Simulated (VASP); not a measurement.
Ni:

```
Ni
1.0
     0.00000    1.73757    1.73757
     1.73757    0.00000    1.73757
     1.73757    1.73757    0.00000
Ni
1
Direct
  0.00000 0.00000 0.00000
```

- Program: VASP 6.6.1
- Task: relaxation of cell and atoms
- Functional: vdW-DF
- Potentials or basis: VASP PAW PBE potentials, release 64 (Ni)
- Cutoff: 600 eV
- k mesh: 13 × 13 × 13
- Occupations: fermi-dirac, width 0.05 eV
- Spin: collinear spin, ferromagnetic start
- Starting moments: [1.0] μB

At the start: pressure 16.9 GPa; volume 10.49 Å³/atom.

Task: How do energy, volume and symmetry change on relaxing?

Result: Over 5 steps the energy falls by 43.4 meV/atom and the volume is 11.38 Å³/atom (+8.4 %); space group Fm-3m (No. 225, to 0.05 Å); moment 0.62 μB per cell.

Step by step:
```
step  energy change (eV)  largest force (eV/Å)  pressure (GPa)  volume (Å³)
   1              0.0000                0.0000           16.91        10.49
   2             -0.0127                0.0000          -10.39        12.27
   3             -0.0434                0.0000           -0.15        11.39
   4             -0.0434                0.0000            0.20        11.38
   5             -0.0434                0.0000           -0.06        11.38
```

Final structure:
```xyz
1
Lattice="0.0000 1.7850 1.7850 1.7850 0.0000 1.7850 1.7850 1.7850 0.0000" Properties=species:S:1:pos:R:3 pbc="T T T"
Ni    0.0000    1.7850    1.7850
```

Caveat: the PAW data sets were made with another functional, which shifts forces and pressure a little.
